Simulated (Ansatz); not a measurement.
# TaSi2 (P6_222) in Ansatz: notebook

The runs below take TaSi2 through projected density of states, with PBEsol, PBEsol+U.

Everything below comes from runs of Ansatz 0.2.0. Logs are shortened: lines on timing, memory, paths and dates and some standing lists are left out, and cuts for length are marked.

## 1. The structure

Symmetry: P6_222, No. 180, hexagonal system. Conventional cell: a = 4.780 Å, b = 4.780 Å, c = 6.564 Å, α = 90.00°, β = 90.00°, γ = 120.00°. Ta (site symmetry 222) has 10 Si at 2.59 to 2.76 Å as nearest neighbours. Si (site symmetry 2) has 5 Si at 2.59 to 2.76 Å and 5 Ta at 2.59 to 2.76 Å as nearest neighbours.

## 2. Projected density of states, PBEsol

The input, input.yaml:

```yaml
crystal:
  lattice:
    - [4.78, 0.0, 0.0]
    - [-2.39, 4.1396014301, 0.0]
    - [0.0, 0.0, 6.564]
  atoms:
    - { symbol: Ta, position: [0.0, 0.5, 0.1666666667] }
    - { symbol: Ta, position: [0.5, 0.5, 0.8333333333] }
    - { symbol: Ta, position: [0.5, 0.0, 0.5] }
    - { symbol: Si, position: [0.3333, 0.16665, 0.1666666667] }
    - { symbol: Si, position: [0.16665, 0.83335, 0.8333333333] }
    - { symbol: Si, position: [0.83335, 0.6667, 0.5] }
    - { symbol: Si, position: [0.6667, 0.83335, 0.1666666667] }
    - { symbol: Si, position: [0.83335, 0.16665, 0.8333333333] }
    - { symbol: Si, position: [0.16665, 0.3333, 0.5] }
hamiltonian:
  xc: pbesol
  pseudopotentials: { kind: paw }
kpoints:
  mp_grid: { grid: [7, 7, 4] }
scf:
  occupations: { method: fermi_dirac, width: 0.05 }
  n_extra_bands: 22
output:
  forces: true
  stress: true
  eigenvalues: true
  dos: { projected: true, de: 0.05, nscf_kmesh: { grid: [11, 11, 6] } }
```

Potentials or basis: Ansatz PAW.

Started as:

```console
> ansatz run input.yaml --threads 4 --pin off --max-ram 11264MiB --backend cpu --events-out ev --progress --plain --runs-dir out
```

Log:

```text
Warning: RAYON_NUM_THREADS=4 ignored (pool sized by the plan → 4); use --threads N
scf.n_extra_bands = 22 over 32 filled bands (N_el = 63.0): the run solves 54 bands
Engine: ansatz 0.2.0, aarch64-unknown-linux-gnu
Pseudopotentials: kind: paw
Pseudopotential: Ta, paw, valence charge 13, recommended cutoff 420 eV (normal), Ta.paw.azcp
Pseudopotential: Si, paw, valence charge 4, recommended cutoff 420 eV (normal), Si.paw.azcp
Functional definition: PBEsol
  exchange = pbesol_x
  correlation = pbesol_c
Crystal: 9 atoms, lattice volume = 129.884 Å³
Basis set: ecut = 420 eV, 2523 PW (Γ), exchange–correlation on 64×64×90 points (8 copies of the dense FFT grid, shifted against one another)
Bands: 54, of which v1, the nominal top of the filled ones, is band 32 counted from 1 (31 counted from 0)
Symmetry: 12 space group operations
Space group: P6222 (ITA 180), of the structure as read, at distance tolerance 5.1e-5 Å
k-points: 24 of 196 (time reversal used)
Non-local potential: Ta, projectors of the file, l = 0: 3, l = 1: 2, l = 2: 2, l = 3: 1
Non-local potential: Si, projectors of the file, l = 0: 2, l = 1: 2, l = 2: 2
PAW form: soft (Blöchl's): semilocal exchange-correlation on the pseudo side does not see the compensation charge
PAW frozen core: Ta, regenerated for the run's functional, and the local potential with it (the file was generated under x = pbe(κ = 0.804, μ = 0.2195149727645171), c = pbe(β = 0.06672455060314922))
PAW frozen core: Si, regenerated for the run's functional, and the local potential with it (the file was generated under x = pbe(κ = 0.804, μ = 0.2195149727645171), c = pbe(β = 0.06672455060314922))
PAW one-centre angular grid: Ta, 590 points (default); XC on 64 Gauss nodes
PAW one-centre angular grid: Si, 110 points (default); XC on 64 Gauss nodes
Initial density: superposition of atomic densities (neutral atoms: chi_scale 0, normalization atom), corrected by the library's trained network
Initial wavefunctions: pseudopotential atomic-orbital guess
Functional: x = pbesol(κ = 0.804, μ = 0.12345679012345678), c = pbesol(β = 0.046)
SCF iter   1: F=—  HF=-33153.584783 eV  |F-HF|=—  |Δ(HF+E_count)|=         —  Δρ=5.08e-3  dr2=4.15e-2  ethr=1.77e-3  ⟨swp⟩=5.2  Hψ=5560  notcnv=0  defer=150
preconditioner: auto → Kerker (q_TF=auto, 2.418 Å⁻¹)  [metal: Δε(μ)=0.045 eV  Ē_g=9.572 eV  σ=0.050 eV  W_gap=0.22  n_scr=22 (ndim 8)  ℏωp=20.3 eV  f_vac=0.000  D(μ)=4.21/eV (n_scr^D=22)]
SCF iter   2: F=—  HF=-33153.579686 eV  |F-HF|=—  |Δ(HF+E_count)|=   5.10e-3  Δρ=3.00e-3  dr2=1.49e-2  ethr=6.59e-5  ⟨swp⟩=1.1  Hψ=1514  notcnv=0  defer=252
SCF iter   3: F=—  HF=-33153.576729 eV  |F-HF|=—  |Δ(HF+E_count)|=   2.96e-3  Δρ=2.40e-4  dr2=8.71e-5  ethr=2.37e-5  ⟨swp⟩=2.0  Hψ=1298  notcnv=0  defer=252
SCF iter   4: F=—  HF=-33153.576595 eV  |F-HF|=—  |Δ(HF+E_count)|=   1.35e-4  Δρ=4.65e-5  dr2=1.49e-6  ethr=1.38e-7  ⟨swp⟩=2.0  Hψ=1431  notcnv=0  defer=252
iter 5 did not close the SCF: its close was put off for the readings that it lacked (scf_convergence_deferred on its scf_iter line)
SCF iter   5: F=-33153.576595 eV  HF=-33153.576595 eV  |F-HF|=2.76e-8  |Δ(HF+E_count)|=   5.09e-8  Δρ=7.98e-6  dr2=7.77e-8  ethr=2.37e-9  ⟨swp⟩=2.5  Hψ=1429  notcnv=0  defer=252
SCF iter   6: F=-33153.576595 eV  HF=-33153.576595 eV  |F-HF|=1.08e-9  |Δ(HF+E_count)|=   1.78e-8  Δρ=1.20e-6  dr2=2.14e-9  ethr=1.23e-10  ⟨swp⟩=8.6  Hψ=6353  notcnv=0
SCF 1 converged in 6 iterations: F = -33153.576595 eV  dr2 = 2.14e-9
NSCF: frozen V_eff on 64 k-points
SCF converged after 6 iterations
Free energy (F): -33153.576595 eV
Harris-Foulkes:  -33153.576595 eV  (|F-HF|=1.08e-9)
Internal energy: -33153.542720 eV  (E = F + TS)
E sigma→0 (E₀):  -33153.559657 eV
Entropy (-TS):   -0.033875 eV (-3.764 meV/atom)
Fermi energy:    15.128722 eV
--- Per-component energies (eV) ---
  E_band       = -258.429310
  E_kinetic    = 1362.993963
  E_local      = -2356.209263  (includes V_loc(G=0)·N_el)
  E_nonlocal   = 205.286482
  E_hartree    = 900.905488
  E_xc         = -991.867851
  E_vxc        = -909.236989  (∫ρ·V_xc dr)
  E_paw        = -27812.430719  (= ΣΔE_a)
  E_vpaw       = -363.075449  (= ΣTr[D̂ρ^β])
  E_aug_tail   = 0.000468  (compensation charges beyond the density's cutoff)
  E_ewald      = -4463.051592
  E_core_change = 0.830303  (= ΣΔE_core)
  E_smearing   = -0.033875  (= −TS)
  E_closure    = 0.000000  (closes the sum)
  Σ components = -33153.576595   (vs F -33153.576595, Δ=0.00e0)
--- Forces (eV/Å), atoms counted from 1 ---
  atom   1  Ta    -0.00000000    -0.00000000     0.00000000
  atom   2  Ta     0.00000000     0.00000000    -0.00000000
  atom   3  Ta    -0.00000000     0.00000000     0.00000000
  atom   4  Si    -0.64546968    -0.37266209     0.00000000
  atom   5  Si    -0.64546968     0.37266209    -0.00000000
  atom   6  Si    -0.00000000     0.74532418     0.00000000
  atom   7  Si     0.64546968     0.37266209    -0.00000000
  atom   8  Si     0.64546968    -0.37266209     0.00000000
  atom   9  Si     0.00000000    -0.74532418    -0.00000000
  max |Σ_I F_I| component: 1.67e-16 eV/Å
--- Stress (GPa, compression-positive) ---
       -2.184857       0.000000       0.000000
        0.000000      -2.184857       0.000000
        0.000000       0.000000       0.554430
  P = ⅓ Tr σ = -1.2718 GPa (-12.718 kbar)
--- Band table (eV; the first three rows and the last of 24) ---
  k-point 0: bands = ["-52.4503", "-52.4346", "-52.4346", "-19.1689", "-19.1689", "-19.1668", "-19.0653", "-19.0653", "-19.0019", "-18.9802", "-18.9802", "-18.9566", "1.8120", "5.0980", "5.0980", "8.7465", "9.2375", "9.2375", "9.2744", "9.2744", "10.3143", "11.2215", "11.2215", "11.4695", "12.6083", "12.6083", "12.6185", "12.6185", "12.8565", "12.8565", "12.9037", "13.3447", "15.6698", "18.2412", "18.2412", "18.5689", "18.6217", "18.7484", "19.1105", "19.1105", "19.2608", "19.2608", "19.6818", "19.6818", "19.7830", "20.3046", "20.3046", "20.5135", "21.0854", "21.0854", "21.4030", "22.7725", "23.2713", "23.2713"]
  k-point 1: bands = ["-52.4489", "-52.4398", "-52.4308", "-19.2051", "-19.1551", "-19.1167", "-19.0876", "-19.0628", "-19.0182", "-18.9845", "-18.9627", "-18.9615", "2.0604", "3.8491", "6.2818", "8.9060", "8.9475", "9.1465", "9.4873", "9.7404", "10.2684", "10.3159", "10.7299", "10.8591", "12.5008", "12.6023", "12.7837", "12.8448", "13.1440", "13.2548", "13.2961", "14.0274", "16.4154", "17.5412", "17.9989", "18.4442", "18.5267", "18.6667", "18.6767", "18.9219", "19.2589", "19.3395", "19.5509", "19.7021", "20.0684", "20.1806", "20.2747", "20.3724", "20.6463", "21.6162", "22.2903", "22.5839", "22.9375", "23.4556"]
  k-point 2: bands = ["-52.4450", "-52.4450", "-52.4294", "-19.2179", "-19.1245", "-19.1245", "-19.0640", "-19.0612", "-19.0612", "-18.9736", "-18.9736", "-18.9540", "2.7736", "2.7736", "6.9956", "8.6796", "8.7699", "9.3880", "9.3880", "10.0827", "10.0827", "10.0995", "10.0995", "11.0615", "12.5407", "12.5407", "12.6187", "12.7683", "13.1139", "13.1139", "13.4634", "16.1638", "16.1638", "17.9469", "17.9469", "18.2808", "18.3394", "18.4250", "18.4250", "18.9286", "18.9904", "19.1960", "19.5264", "19.5264", "19.6395", "20.0928", "20.0928", "20.5193", "20.5193", "21.6774", "21.6774", "21.7511", "23.5419", "23.5419"]
  k-point 23: bands = ["-52.4449", "-52.4386", "-52.4357", "-19.2118", "-19.1796", "-19.1773", "-19.0622", "-19.0435", "-18.9859", "-18.9761", "-18.9751", "-18.9686", "4.6871", "4.7165", "5.3410", "5.9797", "6.2692", "7.1874", "9.7281", "10.1704", "10.5169", "11.1719", "12.2341", "12.2433", "12.3344", "12.4898", "12.5240", "12.7070", "13.9977", "14.6488", "14.6632", "15.1724", "16.2555", "16.6944", "17.0024", "17.2965", "17.3151", "17.9994", "18.4138", "18.6058", "18.8655", "18.9614", "19.3081", "19.7069", "20.3657", "20.5717", "21.0164", "21.3064", "21.5647", "21.7124", "21.8510", "22.4341", "23.1162", "23.1407"]
```

dos.tsv:

```text
# E-E_F[eV]	g_bin_mean(E)[states/eV]	N(E)
# format = ansatz-dos/2
# fermi_ev = 15.127240
# fermi_mp_grid = 11 11 6
# fermi_mp_shift = 0 0 0
# nscf_kmesh_grid = 11 11 6
# nscf_kmesh_shift = 0 0 0
# tetrahedron_fermi_ev = 15.130217
# g_bin_mean(E): the states in a bin one row spacing wide, centred on E, divided by that spacing. States that the method places at a single energy (under output.dos.method: tetrahedron, those of a tetrahedron whose four corners have one energy) are counted whole in the row whose bin holds that energy (on the edge of two bins, in the lower row). The sum of g_bin_mean over a run of rows, times the row spacing, is the number of states from half a spacing under the first of them to half a spacing over the last (a plain sum, not the trapezoid rule).
-68.077518	0.000000e0	0.000000e0
-68.027518	0.000000e0	0.000000e0
-67.977518	0.000000e0	0.000000e0
-67.927518	0.000000e0	0.000000e0
-67.877518	0.000000e0	0.000000e0
-67.827518	0.000000e0	0.000000e0
[... 1544 lines left out ...]
9.422482	0.000000e0	1.080000e2
9.472482	0.000000e0	1.080000e2
```

It took 16 s on 4 threads of Arm Neoverse V1, shared host; peak memory 0.61 GiB.

What came out:

| Quantity | Value |
| --- | --- |
| Free energy | -33153.5766 eV |
| Pressure | -1.3 GPa |
| Largest force | 0.745 eV/Å |
| Band gap on the k mesh | none (metal or under the smearing width) |
| Density of states at the Fermi level | 5.08 states/eV per cell |

Forces on the atoms (eV/Å):
```
Ta   0.000  0.000  0.000
Ta   0.000  0.000  0.000
Ta   0.000  0.000  0.000
Si  -0.645 -0.373  0.000
Si  -0.645  0.373  0.000
Si   0.000  0.745  0.000
Si   0.645  0.373  0.000
Si   0.645 -0.373  0.000
Si   0.000 -0.745  0.000
```

Levels at points of the mesh, in eV from the Fermi level:
```
            k point  band 30  band 31  band 32  band 33  band 34  band 35
 (0.00, 0.00, 0.00)    -2.27    -2.23    -1.78     0.54     3.11     3.11
(0.00, 0.00, -0.50)    -2.01    -1.67     1.04     1.04     2.82     2.82
```

States per cell in windows of 1 eV (zero at the Fermi level; states under -8 eV left out):
```
from (eV)  total  Si 3p  Ta 5d  Si 3s  Ta 6s  Ta 5p  Ta 5s
     -8.0   2.84   0.83   0.59   1.23   0.13   0.03   0.01
     -7.0   1.68   0.72   0.39   0.44   0.10   0.01   0.01
     -6.0   3.53   2.06   0.84   0.38   0.17   0.04   0.02
     -5.0   3.34   1.77   0.98   0.34   0.17   0.04   0.01
     -4.0   4.05   1.96   1.41   0.44   0.12   0.04   0.01
     -3.0   9.16   4.02   4.43   0.33   0.08   0.08   0.00
     -2.0   4.26   1.58   2.28   0.21   0.02   0.02   0.00
     -1.0   2.35   0.62   1.53   0.10   0.01   0.00   0.00
      0.0   2.35   0.46   1.61   0.12   0.02   0.00   0.00
      1.0   3.39   1.04   1.48   0.52   0.13   0.01   0.00
      2.0   6.39   1.75   2.72   0.82   0.43   0.01   0.01
      3.0   6.58   1.69   2.71   0.78   0.50   0.01   0.02
      4.0   6.21   1.73   2.39   0.78   0.41   0.01   0.01
      5.0   5.06   1.79   1.41   0.51   0.36   0.01   0.01
      6.0   5.88   2.53   1.19   0.36   0.37   0.01   0.02
      7.0   5.62   2.36   0.89   0.25   0.28   0.00   0.01
```

Caveat: the cell's inner coordinates are idealised or old, which leaves forces on the atoms; the PAW data sets come from PBE, with cores solved anew for the run's functional, which leaves a small shift of forces and pressure; the density of states is complete only up to the lowest level of the last band computed.

## 3. Projected density of states, PBEsol+U

Edit input.yaml of step 2 so:

```diff
@@ -18,2 +18,3 @@
   pseudopotentials: { kind: paw }
+  hubbard: { sites: [{ species: Ta, l: d, u_eff: 1.0 }] }
 kpoints:
```

Potentials or basis: Ansatz PAW.

Started as:

```console
> ansatz run input.yaml --threads 4 --pin off --max-ram 11264MiB --backend cpu --events-out ev --progress --plain --runs-dir out
```

Wall time 18 s (4 threads of Arm Neoverse V1, shared host); peak memory 0.79 GiB.

It converged, with:

* Free energy: -33149.8758 eV
* Pressure: -1.0 GPa
* Largest force: 0.756 eV/Å
* Band gap on the k mesh: none (metal or under the smearing width)
* Density of states at the Fermi level: 4.89 states/eV per cell

Forces on the atoms (eV/Å):
```
Ta   0.000  0.000  0.000
Ta   0.000  0.000  0.000
Ta   0.000  0.000  0.000
Si  -0.655 -0.378  0.000
Si  -0.655  0.378  0.000
Si   0.000  0.756  0.000
Si   0.655  0.378  0.000
Si   0.655 -0.378  0.000
Si   0.000 -0.756  0.000
```

Stress tensor (GPa, compression positive):
```
-1.87  0.00  0.00
 0.00 -1.87  0.00
 0.00  0.00  0.76
```

Levels at points of the mesh, in eV from the Fermi level:
| k point | band 29 | band 30 | band 31 | band 32 | band 33 | band 34 | band 35 | band 36 |
| --- | --- | --- | --- | --- | --- | --- | --- | --- |
| (0.00, 0.00, 0.00) | -2.29 | -2.29 | -2.24 | -1.81 | 0.56 | 3.10 | 3.10 | 3.42 |
| (0.00, 0.00, -0.50) | -2.03 | -2.03 | -1.69 | 1.05 | 1.05 | 2.80 | 2.80 | 3.13 |

States per cell in windows of 1 eV (zero at the Fermi level; states under -8 eV left out):
```
from (eV)  total  Si 3p  Ta 5d  Si 3s  Ta 6s  Ta 5p  Ta 5s
     -8.0   2.84   0.83   0.58   1.23   0.14   0.03   0.01
     -7.0   1.69   0.73   0.39   0.44   0.10   0.01   0.01
     -6.0   3.53   2.07   0.83   0.38   0.18   0.04   0.02
     -5.0   3.33   1.77   0.97   0.33   0.17   0.04   0.01
     -4.0   4.02   1.95   1.40   0.44   0.12   0.04   0.01
     -3.0   9.17   4.01   4.45   0.33   0.08   0.08   0.00
     -2.0   4.25   1.58   2.28   0.21   0.02   0.02   0.00
     -1.0   2.31   0.60   1.50   0.10   0.01   0.00   0.00
      0.0   2.38   0.47   1.62   0.12   0.02   0.00   0.00
      1.0   3.42   1.04   1.50   0.52   0.13   0.01   0.00
      2.0   6.40   1.75   2.73   0.82   0.43   0.01   0.01
      3.0   6.59   1.69   2.71   0.78   0.49   0.01   0.02
      4.0   6.21   1.73   2.40   0.78   0.40   0.01   0.01
      5.0   5.07   1.79   1.42   0.51   0.35   0.01   0.01
      6.0   5.89   2.53   1.19   0.36   0.37   0.00   0.02
      7.0   5.62   2.36   0.89   0.25   0.28   0.00   0.02
```

Eigenvalues of the final occupation matrices:
```tsv
site	spin	trace	eigenvalues
site 1	1	2.23	0.41 0.44 0.45 0.45 0.49
site 2	1	2.23	0.41 0.44 0.45 0.45 0.49
site 3	1	2.23	0.41 0.44 0.45 0.45 0.49
```

Caveat: the cell's inner coordinates are idealised or old, which leaves forces on the atoms; U without spin polarisation on a metal has little footing; the PAW data sets come from PBE, with cores solved anew for the run's functional, which leaves a small shift of forces and pressure; the U is typed as a test and isn't derived for this compound; the density of states is complete only up to the lowest level of the last band computed. Spin-orbit coupling is left out, which matters for the levels of Ta.

(Part 1 of 2 ends here.)
